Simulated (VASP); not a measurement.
Crystal: GaAs.

```xyz
2
Lattice="0.0000 2.8268 2.8268 2.8268 0.0000 2.8268 2.8268 2.8268 0.0000" Properties=species:S:1:pos:R:3 pbc="T T T"
As    4.2403    4.2403    4.2403
Ga    0.0000    0.0000    0.0000
```

Base run:

```yaml
Program: VASP 6.6.1
Functional: rSCAN
Potentials_or_basis: VASP PAW PBE potentials, release 64 (As, Ga_d)
Cutoff: 520 eV
k_mesh: 8 × 8 × 8
Occupations: fermi-dirac, width 0.05 eV
Spin: no spin polarisation
```

Its results: band gap on the k mesh 0.96 eV, direct; pressure 0.6 GPa.

The run is repeated on the same cell with these changes: functional from rSCAN to SCAN. What comes out?

Band gap on the k mesh 0.72 eV, direct; pressure 0.4 GPa.

Caveats: the PAW data sets were made with another functional, which shifts forces and pressure a little.
